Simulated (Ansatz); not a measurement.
**Sb2Se3 quintuple layer monolayer in a perpendicular field**

What dipole does a perpendicular field induce in the Sb2Se3 quintuple layer monolayer, and does the gap follow? A positive field points along +c.

Main program and level: Ansatz 0.2.0; plane-wave DFT, PBE-D3(BJ), Ansatz PAW (set soft_1); PAW set soft_1.

## (1) Starting point

The cell holds 5 atoms: 3 Se and 2 Sb. Cell: a = 4.070 Å, b = 4.070 Å, c = 45.400 Å, α = 90.0°, β = 90.0°, γ = 120.0°. Vacuum lies along c.

## (2) Relaxation

The starting cell is a guess, so the in-plane lattice and the atoms are relaxed first, with the slab cut off from its images along the normal.

Input file input.yaml:

```yaml
crystal:
  lattice:
    - [4.07, 0.0, 0.0]
    - [-2.035, 3.5247233934, 0.0]
    - [0.0, 0.0, 45.4000000022]
  atoms:
    - { symbol: Se, position: [0.3333333333, 0.6666666667, 0.4207048458] }
    - { symbol: Sb, position: [0.6666666667, 0.3333333333, 0.4570484581] }
    - { symbol: Se, position: [0.0, 0.0, 0.5] }
    - { symbol: Sb, position: [0.3333333333, 0.6666666667, 0.5429515419] }
    - { symbol: Se, position: [0.6666666667, 0.3333333333, 0.5792951542] }
  periodic: [true, true, false]
kpoints:
  mp_grid: { grid: [12, 12, 1] }
hamiltonian:
  xc: pbe
  dispersion: d3bj
  pseudopotentials: { kind: paw, azcp: { folder: soft_1 } }
scf:
  occupations: { method: fermi_dirac, width: 0.05 }
  convergence: { dr2_threshold: 1.0e-09 }
relax:
  f_tol: 0.004
  max_steps: 90
  cell: {}
output:
  write_potential: true
  write_density: true
  volumetric_format: npy
```

Started as:

```bash
ansatz run input.yaml --threads 2 --pin off --max-ram 3072MiB --backend cpu --events-out ev --progress --plain --runs-dir out
```

Numbers of over 12 decimals in the logs are rounded to 6 here.

The log of the run:

```text
Warning: relax.cell: scf.convergence.dr2_threshold = 1e-9 eV is looser than the 1.69010275792e-10 eV advised for a relaxation that steers and ends on the stress (1e-10 eV for each atom of the cell: 5, times the square of relax.cell.stress_2d_tol = 0.05 N/m over 17.2 Å (the atoms' height at the walk's start and 5 Å past either face), 2.907e-2 GPa, over a crystal's default 0.05). What an SCF threshold leaves in a stress goes as its square root, and in the free energy as the threshold itself, and one threshold admits the most on a small cell: [figures from the program's tests cut] Set scf.convergence.dr2_threshold to 1.69010275792e-10 eV or tighter. [rest of the remark cut]
Engine: ansatz 0.2.0, aarch64-unknown-linux-gnu
Pseudopotentials: kind: paw
Pseudopotential: Se, paw, valence charge 16, recommended cutoff 420 eV (normal), soft_1/Se.paw.azcp
Pseudopotential: Sb, paw, valence charge 15, recommended cutoff 420 eV (normal), soft_1/Sb.paw.azcp
Functional definition: PBE
  parameter kappa = 0.804
  parameter beta = 0.066725
  exchange = pbe_x(kappa = kappa, mu = beta*pi^2/3)
  correlation = pbe_c(beta = beta)
Crystal: 5 atoms, lattice volume = 651.291 Å³
Basis set: ecut = 420 eV, 12691 PW (Γ), exchange–correlation on 60×60×640 points (8 copies of the dense FFT grid, shifted against one another)
Bands: 47, of which v1, the nominal top of the filled ones, is band 39 counted from 1 (38 counted from 0)
Symmetry: 12 space group operations
Space group: P-3m1 (ITA 164), of the structure as read, at distance tolerance 8.7e-5 Å
k-points: 19 of 144
Non-local potential: Se, projectors of the file, l = 0: 2, l = 1: 2, l = 2: 3, l = 3: 1
Non-local potential: Sb, projectors of the file, l = 0: 2, l = 1: 2, l = 2: 2, l = 3: 1
PAW form: soft (Blöchl's): semilocal exchange-correlation on the pseudo side does not see the compensation charge
PAW one-centre angular grid: Se, 590 points (default); XC on 64 Gauss nodes
PAW one-centre angular grid: Sb, 590 points (default); XC on 64 Gauss nodes
Initial density: superposition of atomic densities (neutral atoms: chi_scale 0, normalization atom)
Initial wavefunctions: pseudopotential atomic-orbital guess
Functional: x = pbe(κ = 0.804, μ = 0.219515), c = pbe(β = 0.066725)
SCF iter   1: F=—  HF=-29379.806057 eV  |F-HF|=—  |Δ(HF+E_count)|=         —  Δρ=1.34e-2  dr2=3.07e0  ethr=3.10e-3  ⟨swp⟩=16.4  Hψ=5073  notcnv=0  defer=2
preconditioner: auto → Resta (q_TF=auto, 1.915 Å⁻¹)  ε∞=1.7  [insulator: Δε(μ)=1.033 eV  Ē_g=8.955 eV  σ=0.050 eV  W_gap=1.00  n_scr=92 (ndim 8)  ℏωp=7.7 eV  f_vac=0.762  D(μ)=0.00/eV (n_scr^D=0)  ε∞_Penn≈1.7  vacuum switching on, ρ_ref=5.8e-3 e/Å³]
SCF iter   2: F=—  HF=-29379.565353 eV  |F-HF|=—  |Δ(HF+E_count)|=   2.41e-1  Δρ=9.04e-3  dr2=4.26e0  ethr=3.10e-3  ⟨swp⟩=4.1  Hψ=1711  notcnv=0  defer=28
SCF iter   3: F=—  HF=-29379.291496 eV  |F-HF|=—  |Δ(HF+E_count)|=   2.74e-1  Δρ=5.76e-3  dr2=1.23e0  ethr=3.10e-3  ⟨swp⟩=3.9  Hψ=1477  notcnv=0  defer=28
SCF iter   4: F=—  HF=-29379.174853 eV  |F-HF|=—  |Δ(HF+E_count)|=   1.17e-1  Δρ=2.89e-3  dr2=1.40e-1  ethr=1.57e-3  ⟨swp⟩=2.7  Hψ=1245  notcnv=0  defer=27
SCF iter   5: F=—  HF=-29379.163188 eV  |F-HF|=—  |Δ(HF+E_count)|=   1.17e-2  Δρ=5.72e-4  dr2=1.67e-3  ethr=1.80e-4  ⟨swp⟩=3.2  Hψ=1389  notcnv=0  defer=27
SCF iter   6: F=—  HF=-29379.163395 eV  |F-HF|=—  |Δ(HF+E_count)|=   2.08e-4  Δρ=1.35e-4  dr2=1.10e-4  ethr=2.14e-6  ⟨swp⟩=4.0  Hψ=1810  notcnv=0  defer=27
SCF iter   7: F=—  HF=-29379.163438 eV  |F-HF|=—  |Δ(HF+E_count)|=   4.22e-5  Δρ=4.20e-5  dr2=1.03e-5  ethr=1.42e-7  ⟨swp⟩=2.8  Hψ=1162  notcnv=0  defer=27
SCF iter   8: F=—  HF=-29379.163443 eV  |F-HF|=—  |Δ(HF+E_count)|=   5.16e-6  Δρ=6.28e-6  dr2=3.82e-7  ethr=1.32e-8  ⟨swp⟩=3.8  Hψ=1832  notcnv=0  defer=27
SCF iter   9: F=—  HF=-29379.163480 eV  |F-HF|=—  |Δ(HF+E_count)|=   3.69e-5  Δρ=2.16e-6  dr2=2.72e-8  ethr=4.90e-10  ⟨swp⟩=3.0  Hψ=1820  notcnv=0  defer=27
SCF iter  10: F=—  HF=-29379.163480 eV  |F-HF|=—  |Δ(HF+E_count)|=   4.76e-8  Δρ=6.47e-7  dr2=2.87e-9  ethr=3.48e-11  ⟨swp⟩=3.0  Hψ=1842  notcnv=0  defer=27
SCF iter  11: F=-29379.163480 eV  HF=-29379.163480 eV  |F-HF|=5.02e-10  |Δ(HF+E_count)|=   5.89e-9  Δρ=1.57e-7  dr2=2.80e-10  ethr=1.28e-12  ⟨swp⟩=11.6  Hψ=5790  notcnv=0
SCF 1 converged in 11 iterations: F = -29379.163480 eV  dr2 = 2.80e-10
  greatest PAW one-centre occupation: 1.000 electrons in one spin orbital (limit 2), on the Se atom at site 4 (counted from 0), in its partial waves of l = 2
relax step   1: F+E_penalty+E_count = -29379.16347967 eV  Δ(F+E_penalty+E_count) = +0.000e0 eV  max|allowed force component| = 7.886e-1 eV/Å  Δτ_max = 0.0000 Å  P = -3.606 N/m  Ω = 651.291 Å³  fix = [c, alpha, beta]  reactions: c -0.000 N/m  (11 SCF iters, accepted)
Crystal: 5 atoms, lattice volume = 639.684 Å³
Basis set: ecut = 420 eV, 12547 PW (Γ), exchange–correlation on 60×60×640 points (8 copies of the dense FFT grid, shifted against one another)
Initial density: handed on by an earlier stage of this run
Initial wavefunctions: those handed on with the density
iter 1 solved again at ethr=9.18e-5 eV; its pass at ethr=3.10e-3 eV (dr2=7.16e-2 eV) is discarded
SCF iter   1: F=—  HF=-29379.297972 eV  |F-HF|=—  |Δ(HF+E_count)|=         —  Δρ=2.54e-3  dr2=7.34e-2  ethr=9.18e-5  ⟨swp⟩=3.2  Hψ=5023  notcnv=0
preconditioner: auto → Resta (q_TF=auto, 1.921 Å⁻¹)  ε∞=1.7  [insulator: Δε(μ)=0.484 eV  Ē_g=9.123 eV  σ=0.050 eV  W_gap=0.96  n_scr=80 (ndim 8)  ℏωp=7.8 eV  f_vac=0.772  D(μ)=0.02/eV (n_scr^D=0)  ε∞_Penn≈1.7  vacuum switching on, ρ_ref=6.0e-3 e/Å³]
SCF iter   2: F=—  HF=-29379.303536 eV  |F-HF|=—  |Δ(HF+E_count)|=   5.56e-3  Δρ=1.82e-3  dr2=1.38e-1  ethr=9.18e-5  ⟨swp⟩=4.3  Hψ=1517  notcnv=0
SCF iter   3: F=—  HF=-29379.289858 eV  |F-HF|=—  |Δ(HF+E_count)|=   1.37e-2  Δρ=1.17e-3  dr2=1.49e-2  ethr=9.18e-5  ⟨swp⟩=4.0  Hψ=1525  notcnv=0
SCF iter   4: F=—  HF=-29379.288531 eV  |F-HF|=—  |Δ(HF+E_count)|=   1.33e-3  Δρ=3.56e-4  dr2=5.55e-4  ethr=1.91e-5  ⟨swp⟩=2.1  Hψ=1234  notcnv=0  defer=3
SCF iter   5: F=—  HF=-29379.288580 eV  |F-HF|=—  |Δ(HF+E_count)|=   4.94e-5  Δρ=1.00e-4  dr2=5.07e-5  ethr=7.12e-7  ⟨swp⟩=3.1  Hψ=1520  notcnv=0  defer=5
SCF iter   6: F=—  HF=-29379.288611 eV  |F-HF|=—  |Δ(HF+E_count)|=   3.08e-5  Δρ=1.81e-5  dr2=1.74e-6  ethr=6.50e-8  ⟨swp⟩=2.3  Hψ=1543  notcnv=0  defer=5
SCF iter   7: F=—  HF=-29379.288655 eV  |F-HF|=—  |Δ(HF+E_count)|=   4.36e-5  Δρ=5.26e-6  dr2=2.12e-7  ethr=2.24e-9  ⟨swp⟩=3.6  Hψ=2057  notcnv=0  defer=5
SCF iter   8: F=—  HF=-29379.288655 eV  |F-HF|=—  |Δ(HF+E_count)|=   1.90e-7  Δρ=2.27e-6  dr2=2.31e-8  ethr=2.72e-10  ⟨swp⟩=3.1  Hψ=1379  notcnv=0  defer=5
[...]
SCF iter   2: F=—  HF=-29379.330798 eV  |F-HF|=—  |Δ(HF+E_count)|=   8.32e-3  Δρ=1.61e-3  dr2=1.32e-1  ethr=5.37e-5  ⟨swp⟩=4.7  Hψ=1673  notcnv=0  recentre
SCF iter   3: F=—  HF=-29379.317535 eV  |F-HF|=—  |Δ(HF+E_count)|=   1.33e-2  Δρ=3.51e-4  dr2=3.49e-3  ethr=5.37e-5  ⟨swp⟩=3.8  Hψ=1366  notcnv=0
SCF iter   4: F=—  HF=-29379.316965 eV  |F-HF|=—  |Δ(HF+E_count)|=   5.70e-4  Δρ=1.11e-4  dr2=1.13e-4  ethr=4.47e-6  ⟨swp⟩=2.4  Hψ=1216  notcnv=0
SCF iter   5: F=—  HF=-29379.316965 eV  |F-HF|=—  |Δ(HF+E_count)|=   7.44e-7  Δρ=3.85e-5  dr2=6.49e-6  ethr=1.44e-7  ⟨swp⟩=3.0  Hψ=1347  notcnv=0
SCF iter   6: F=—  HF=-29379.317019 eV  |F-HF|=—  |Δ(HF+E_count)|=   5.36e-5  Δρ=6.49e-6  dr2=8.74e-7  ethr=8.32e-9  ⟨swp⟩=3.1  Hψ=1713  notcnv=0
SCF iter   7: F=—  HF=-29379.317019 eV  |F-HF|=—  |Δ(HF+E_count)|=   1.08e-7  Δρ=2.11e-6  dr2=6.02e-8  ethr=1.12e-9  ⟨swp⟩=3.2  Hψ=1724  notcnv=0
SCF iter   8: F=—  HF=-29379.317019 eV  |F-HF|=—  |Δ(HF+E_count)|=   3.20e-8  Δρ=7.63e-7  dr2=7.89e-9  ethr=7.72e-11  ⟨swp⟩=3.0  Hψ=1731  notcnv=0
SCF iter   9: F=-29379.317019 eV  HF=-29379.317019 eV  |F-HF|=9.09e-11  |Δ(HF+E_count)|=  4.62e-10  Δρ=2.21e-7  dr2=6.57e-10  ethr=1.28e-12  ⟨swp⟩=9.7  Hψ=6761  notcnv=0
SCF 3 converged in 9 iterations: F = -29379.317019 eV  dr2 = 6.57e-10
  greatest PAW one-centre occupation: 1.000 electrons in one spin orbital (limit 2), on the Se atom at site 2 (counted from 0), in its partial waves of l = 2
relax step   3: F+E_penalty+E_count = -29379.31701881 eV  Δ(F+E_penalty+E_count) = -2.836e-2 eV  max|allowed force component| = 9.857e-3 eV/Å  Δτ_max = 0.0310 Å  P = -0.345 N/m  Ω = 636.195 Å³  energy of the carried Pulay correction = +2.505e-4 eV  fix = [c, alpha, beta]  reactions: c -0.000 N/m  (9 SCF iters, accepted)
[...]
relax step   4: F+E_penalty+E_count = -29379.31817579 eV  Δ(F+E_penalty+E_count) = -1.157e-3 eV  max|allowed force component| = 8.949e-3 eV/Å  Δτ_max = 0.0096 Å  P = -0.068 N/m  Ω = 632.344 Å³  energy of the carried Pulay correction = +3.154e-4 eV  fix = [c, alpha, beta]  reactions: c -0.000 N/m  (8 SCF iters, accepted)
[...]
relax step   5: F+E_penalty+E_count = -29379.31824168 eV  Δ(F+E_penalty+E_count) = -6.589e-5 eV  max|allowed force component| = 3.617e-4 eV/Å  Δτ_max = 0.0029 Å  P = -0.001 N/m  Ω = 631.410 Å³  energy of the carried Pulay correction = +3.312e-4 eV  fix = [c, alpha, beta]  reactions: c -0.000 N/m  (7 SCF iters, accepted)
Basis set: ecut = 420 eV, 12439 PW (Γ), exchange–correlation on 54×54×640 points (8 copies of the dense FFT grid, shifted against one another)
Initial wavefunctions: pseudopotential atomic-orbital guess (no wavefunctions were taken with the density)
iter 1 solved again at ethr=5.51e-7 eV; its pass at ethr=3.10e-3 eV (dr2=4.30e-4 eV) is discarded
SCF iter   1: F=—  HF=-29379.317871 eV  |F-HF|=—  |Δ(HF+E_count)|=         —  Δρ=1.10e-5  dr2=2.59e-7  ethr=5.51e-7  ⟨swp⟩=5.3  Hψ=8430  notcnv=0
eigensolver tolerance schedule: the retry pair's looser diagonalisation over-reported the residual by 1655.73 of it (diagonalisation noise at 0.42 of the residual, at the tolerance the schedule requests for it); recorded, not acted on — ethr = c·dr2/N_el stays at c = 1.0e-1
SCF iter   2: F=—  HF=-29379.317893 eV  |F-HF|=—  |Δ(HF+E_count)|=   2.14e-5  Δρ=5.01e-6  dr2=5.59e-8  ethr=3.33e-10  ⟨swp⟩=5.3  Hψ=2898  notcnv=0
SCF iter   3: F=—  HF=-29379.317893 eV  |F-HF|=—  |Δ(HF+E_count)|=   1.95e-8  Δρ=2.03e-6  dr2=2.68e-8  ethr=7.17e-11  ⟨swp⟩=3.0  Hψ=1518  notcnv=0
SCF iter   4: F=—  HF=-29379.317893 eV  |F-HF|=—  |Δ(HF+E_count)|=   2.56e-9  Δρ=9.28e-7  dr2=2.90e-8  ethr=3.43e-11  ⟨swp⟩=3.2  Hψ=1533  notcnv=0
SCF iter   5: F=—  HF=-29379.317893 eV  |F-HF|=—  |Δ(HF+E_count)|=   2.64e-9  Δρ=5.49e-7  dr2=2.08e-9  ethr=3.43e-11  ⟨swp⟩=1.7  Hψ=988  notcnv=0
SCF iter   6: F=-29379.317893 eV  HF=-29379.317893 eV  |F-HF|=2.18e-10  |Δ(HF+E_count)|=  9.82e-11  Δρ=1.59e-7  dr2=7.22e-11  ethr=1.28e-12  ⟨swp⟩=16.2  Hψ=6896  notcnv=0
SCF 6 converged in 6 iterations: F = -29379.317893 eV  dr2 = 7.22e-11
relax step   6: F+E_penalty+E_count = -29379.31789280 eV  Δ(F+E_penalty+E_count) = +3.489e-4 eV  max|allowed force component| = 2.754e-4 eV/Å  Δτ_max = 0.0000 Å  P = +0.000 N/m  Ω = 631.410 Å³  fix = [c, alpha, beta]  reactions: c +0.000 N/m  stress off target by 3.13e-4 N/m on what of the cell is left free  SCF on the basis re-selected at this cell (its energy is not comparable with the rows above)  (6 SCF iters)
basis re-selected at this cell: Δ(F+E_penalty+E_count) = +3.489e-4 eV, ΔP = +0.001 N/m vs the last step (what re-selecting the basis moved, of the pressure what is left beyond the Pulay correction that the steps carried, after the strain that the cell walked since its last selection, with what the two solves' SCF thresholds leave and, on support functions, any second-order correction that the steps lacked; it is no measure of the basis error at this ecutwfc). The dense FFT grid was sized anew with the basis: this SCF ran on 27×27×320 points, the steps before it on 30×30×320, so part of this shift can come from that change (see relax.cell in the input reference). [rest of the remark cut]
SCF converged after 6 iterations
Free energy (F): -29379.317893 eV
Harris-Foulkes:  -29379.317893 eV  (|F-HF|=2.18e-10)
Internal energy: -29379.317778 eV  (E = F + TS)
E sigma→0 (E₀):  -29379.317835 eV
Entropy (-TS):   -0.000115 eV (-0.023 meV/atom)
Fermi energy:    -5.033967 eV
--- Per-component energies (eV) ---
  E_band       = -2582.471346
  E_kinetic    = 653.614140
  E_local      = -344592.719313  (includes V_loc(G=0)·N_el)
  E_nonlocal   = -286.879408
  E_hartree    = 171681.874432
  E_xc         = -454.435032
  E_vxc        = -453.909371  (∫ρ·V_xc dr)
  E_paw        = -15470.212264  (= ΣΔE_a)
  E_vpaw       = -1266.324682  (= ΣTr[D̂ρ^β])
  E_aug_tail   = -0.000822  (compensation charges beyond the density's cutoff)
  E_ewald      = 159091.084235
  E_disp       = -1.643747  (pairwise vdW)
  E_smearing   = -0.000115  (= −TS)
  E_closure    = 0.000000  (closes the sum)
  Σ components = -29379.317893   (vs F -29379.317893, Δ=0.00e0)
--- Forces (eV/Å), atoms counted from 1 ---
  atom   1  Se    -0.00000000    -0.00000000     0.00027538
  atom   2  Sb     0.00000000     0.00000000    -0.00008325
  atom   3  Se     0.00000000     0.00000000     0.00000000
  atom   4  Sb     0.00000000    -0.00000000     0.00008325
  atom   5  Se     0.00000000     0.00000000    -0.00027538
  max |Σ_I F_I| component: 1.62e-17 eV/Å
--- 2D stress c σ (N/m, compression-positive) ---
        0.000313       0.000000       0.000000
        0.000000       0.000313       0.000000
        0.000000       0.000000       0.000000
  P = ½ c Tr σ = 0.0003 N/m
--- Band table (eV; the first three rows and the last of 19) ---
  k-point 0: bands = [... 35 lower, -6.5921, -6.5921, -6.4744, -5.7052, -4.8100, -3.8413, -3.8413, -2.9472, ... 4 higher]
  k-point 1: bands = [... 35 lower, -7.0395, -6.5306, -6.0334, -5.4374, -4.4183, -3.9637, -3.7223, -2.9541, ... 4 higher]
  k-point 2: bands = [... 35 lower, -7.2999, -6.5084, -5.9360, -5.5445, -4.1038, -3.4677, -3.3545, -2.8622, ... 4 higher]
  k-point 18: bands = [... 35 lower, -8.3303, -7.4051, -6.0366, -6.0366, -3.6428, -2.7096, -2.7096, -1.4568, ... 4 higher]
  the weakly bound empty levels are not read free of the cell's end (no_gap_told)
--- Relaxed structure (5 steps of the walk, 5 accepted, 1 SCFs on fresh bases) ---
  F+E_penalty+E_count = -29379.31789280 eV   max|allowed force component| = 2.754e-4 eV/Å   (the final SCF, on the basis selected at the relaxed cell)
  cell:  # Å, volume = 631.4101 Å³
    - [4.007399, 0, 0]
    - [-2.003699, 3.470509, 0]
    - [0, 0, 45.4000000022]
  atoms:
    - { symbol: Se, position: [0.333333, 0.666667, 0.424098] }
    - { symbol: Sb, position: [0.666667, 0.333333, 0.458563] }
    - { symbol: Se, position: [0, 0, 0.5] }
    - { symbol: Sb, position: [0.333333, 0.666667, 0.541437] }
    - { symbol: Se, position: [0.666667, 0.333333, 0.575902] }
```

Run time: 1.7 min. Hardware: 2 threads of Arm Neoverse V1, shared host; peak memory 1.1 GiB.

Step by step:

| step | energy less that of the first step (eV) | largest force component (eV/Å) | volume (Å³) |
| --- | --- | --- | --- |
| 1 | 0.0000 | 0.7886 | 651.29 |
| 2 | -0.1252 | 0.5251 | 639.68 |
| 3 | -0.1535 | 0.0099 | 636.19 |
| 4 | -0.1547 | 0.0089 | 632.34 |
| 5 | -0.1548 | 0.0004 | 631.41 |
| 6* | -0.1544 | 0.0003 | 631.41 |

Relaxation steps marked * repeat the geometry before them on a plane-wave basis chosen anew for their cell, so energy and pressure can jump there.

Forces are held to the 12 operations that the run works with; a distortion that breaks them can't arise in this run.

| cell as run | before | after | change |
| --- | --- | --- | --- |
| a (Å) | 4.070 | 4.007 | -1.5 % |
| b (Å) | 4.070 | 4.007 | -1.5 % |

The atoms that moved most (Å, along periodic axes as changes of fractional coordinates times the final cell, across vacuum about the mean position):

| atom | dx | dy | dz | length |
| --- | --- | --- | --- | --- |
| Se1 | 0.000 | 0.000 | 0.154 | 0.154 |
| Se5 | 0.000 | 0.000 | -0.154 | 0.154 |
| Sb4 | 0.000 | 0.000 | -0.069 | 0.069 |
| Sb2 | 0.000 | 0.000 | 0.069 | 0.069 |

Final coordinates:

```xyz
5
Lattice="4.0074 0.0000 0.0000 -2.0037 3.4705 0.0000 0.0000 0.0000 45.4000" Properties=species:S:1:pos:R:3
Se    0.0000    2.3137   19.2540
Sb    2.0037    1.1568   20.8188
Se    0.0000    0.0000   22.7000
Sb    0.0000    2.3137   24.5812
Se    2.0037    1.1568   26.1460
```

Numbers from this step:

* energy at zero smearing: -29379.3178 eV

The lattice constant a goes from 4.070 to 4.007 Å.

(Part 1 of 2 ends here.)

[Logs are printed without paths, hosts, clocks, repeated set-up lines and the standing remarks that a program may print on its own settings, such as how far it seeks lower states.]

[Hosts, paths, dates, database ids (printed as entryN), source tags and the programs' standing remarks are cut or masked in the printed files.]

[Maps of the electrostatic potential energy from Ansatz leave out the sawtooth potential of an applied field or a dipole correction, so their vacuum need not be flat; planar profiles and work functions include it.]
